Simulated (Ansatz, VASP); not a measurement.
# SiC3 in VASP and in Ansatz

```
C Si
1.0
     2.79640    0.00000    0.00000
     0.00000    2.79640    0.00000
     0.00000    0.00000    4.09004
C Si
3 1
Direct
  0.50000 0.00000 0.78627
  0.50000 0.50000 0.00000
  0.00000 0.50000 0.21373
  0.00000 0.00000 0.50000
```

Alike in both runs: task single point; functional PBE; k mesh 8 × 8 × 6; no spin polarisation.

|  | VASP | Ansatz |
| --- | --- | --- |
| version | VASP 6.6.1 | Ansatz 0.2.0 |
| potentials or method | VASP PAW PBE potentials, release 64 (C, Si) | plane waves, PAW |
| plane-wave cutoff (eV) | 520 | 420 |
| occupations | gaussian, width 0.01 eV | fixed |
| valence electrons in the cell | 16 | 16 |

|  | VASP | Ansatz | Ansatz less VASP |
| --- | --- | --- | --- |
| gap on the k mesh at the Fermi level (eV) | 1.51 | 1.51 | +0.004 |

A k mesh can miss the band edges. PBE gaps usually lie below the measured ones, often by a third to a half.
